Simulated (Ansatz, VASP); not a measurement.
**Two plane-wave programs on ScAl3**

```
Sc Al
1.0
    -1.99574    1.99574    4.36982
     1.99574   -1.99574    4.36982
     1.99574    1.99574   -4.36982
Sc Al
1 3
Direct
  0.00000 0.00000 0.00000
  0.75000 0.25000 0.50000
  0.25000 0.75000 0.50000
  0.50000 0.50000 0.00000
```

The cell comes from a database or a generator and needn't be the stable form of this composition.

Alike in both runs: task single point; functional PBEsol; k mesh 12 × 12 × 12; occupations gaussian, width 0.15 eV; no spin polarisation.

|  | VASP | Ansatz |
| --- | --- | --- |
| version | VASP 6.6.1 | Ansatz 0.2.0 |
| potentials or method | VASP PAW PBE potentials, release 64 (Sc_sv, Al) | scalar-relativistic, plane waves, PAW |
| plane-wave cutoff (eV) | 520 | 420 |
| valence electrons in the cell | 20 | 20 |

|  | VASP | Ansatz | Ansatz less VASP |
| --- | --- | --- | --- |
| gap on the k mesh at the Fermi level (eV) | none | none | - |
| pressure (GPa) | 0.1 | 0.0 | -0.13 |
| largest component of the traceless stress (GPa) | 0.16 | 0.16 | +0.006 |

A gap of «none» marks a metal or a gap that the smearing closes. With one functional, cell and mesh, what is left measures potentials, basis and numerics.

Caveats: the PAW data sets were made with another functional, which shifts forces and pressure a little (VASP).
